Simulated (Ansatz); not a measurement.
# WC: a tetragonal deformation path

One table from this session's results is given with a row withheld; the runs are named, their logs left out.

Program: Ansatz 0.2.0. Level of theory: DFT PBE, scalar-relativistic, plane waves, PAW. These are calculated values, not measurements.

### The structure to begin with

It takes space group Fm-3m (No. 225, cubic). Conventional cell: a = 4.385 Å, b = 4.385 Å, c = 4.385 Å, α = 90.00°, β = 90.00°, γ = 90.00°. Around W (site symmetry m-3m) lie 6 C at 2.19 Å. C (site symmetry m-3m) is surrounded by 6 W at 2.19 Å.

Coordinates:

```
CELL_PARAMETERS angstrom
0.00000 2.19268 2.19268
2.19268 0.00000 2.19268
2.19268 2.19268 0.00000
ATOMIC_POSITIONS crystal
W 0.00000 0.00000 0.00000
C 0.50000 0.50000 0.50000
```

It goes back to an entry of the Materials Project, which need not be the stable form.

No relaxation comes first: the listed cell is the starting point.

Set-up of the first run:

Input file input.yaml:

```yaml
crystal:
  lattice:
    - [0.0, 2.192684, 2.192684]
    - [2.192684, 0.0, 2.192684]
    - [2.192684, 2.192684, 0.0]
  atoms:
    - { symbol: W, position: [0.0, 0.0, 0.0] }
    - { symbol: C, position: [0.5, 0.5, 0.5] }
basis:
  ecutwfc: 420
kpoints:
  mp_grid: { grid: [20, 20, 20] }
hamiltonian:
  xc: pbe
scf:
  occupations: { method: gaussian, width: 0.15 }
output:
  forces: true
  stress: true
  eigenvalues: true
```

Steps of the session up to this table: The reference: the undisturbed cell on the scan's mesh; Point ρ = 0.707; ρ = 1.414; ρ = 0.850; ρ = 1.200; ρ = 0.780.

One of the session's tables, all rows but one given; the rest of the session is left out.

| ρ | ΔE (meV/atom) | pressure (GPa) |
| --- | --- | --- |
| 0.707 | 2238.4 | 88.4 |
| 0.780 | 1038.4 | 48.7 |
| 0.850 | 398.0 | 20.4 |
| 1.000 | 0.0 | -1.3 |
| 1.200 | ? | ? |
| 1.414 | 1060.8 | 75.8 |

Estimate the missing values for ρ = 1.200.

Worked estimate for «ΔE (meV/atom)». A straight line through the neighbours (1.000, 0.0) and (1.414, 1060.8) gives 0.0 + (1060.8 − 0.0) × (1.200 − 1.000) / (1.414 − 1.000) = 512.5; a parabola fitted to 3 rows on both sides gives 116.7.

The run gave: ΔE (meV/atom): 319.2; pressure (GPa): 22.4. In «ΔE (meV/atom)» the line misses by +193.3 and the parabola by -202.5.
